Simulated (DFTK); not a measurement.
## CaSe under changes of volume

One of the cells (25.829 Å³/atom); the others are scaled copies at fixed shape and fractional positions:

```
Se Ca
1.0
     0.00000    2.95600    2.95600
     2.95600    0.00000    2.95600
     2.95600    2.95600    0.00000
Se Ca
1 1
Cartesian
  2.9560 2.9560 2.9560
  0.0000 0.0000 0.0000
```

* Program: DFTK 0.8.2
* Functional: PBEsol
* Potentials or basis: dojo.nc.sr.pbesol.v0_4_1.standard.upf (PBEsol)
* Cutoff: 1170 eV
* k mesh: 8 × 8 × 8
* Occupations: fermi-dirac, width 0.05 eV
* Spin: no spin polarisation

```tsv
volume (Å³/atom)	energy over the lowest point (meV/atom)	pressure (GPa)	gap on the mesh (eV)
24.280	6.33	2.2	1.77
24.796	1.28	1.0	1.83
25.313	0.00	-0.2	1.89
25.829	2.10	-1.1	1.94
26.346	7.26	-2.0	1.98
26.863	?	?	?
27.379	25.55	-3.6	2.07
```

Question: What does the run at 26.863 Å³/atom give?

Answer: Energy over the lowest point 15.17 meV/atom; pressure -2.9 GPa; gap on the mesh 2.03 eV.

Worked out: A Birch-Murnaghan fit of order 3 (a polynomial in V^(-2/3)) to the other rows has its minimum at 25.24 Å³/atom with B0 = V·E''(V) = 52 GPa and B' = 4.1. It gives 15.18 meV/atom at 26.863 Å³/atom, against the run's 15.17, and -dE/dV = -2.9 GPa, against -2.9. A straight line through the other rows of the gap, of slope 2.48 eV per unit of ln V, gives 2.03 eV, against the run's 2.03.

Energies are extrapolated to zero smearing.

A mesh can miss the band edges. Spin-orbit coupling on Se is left out.
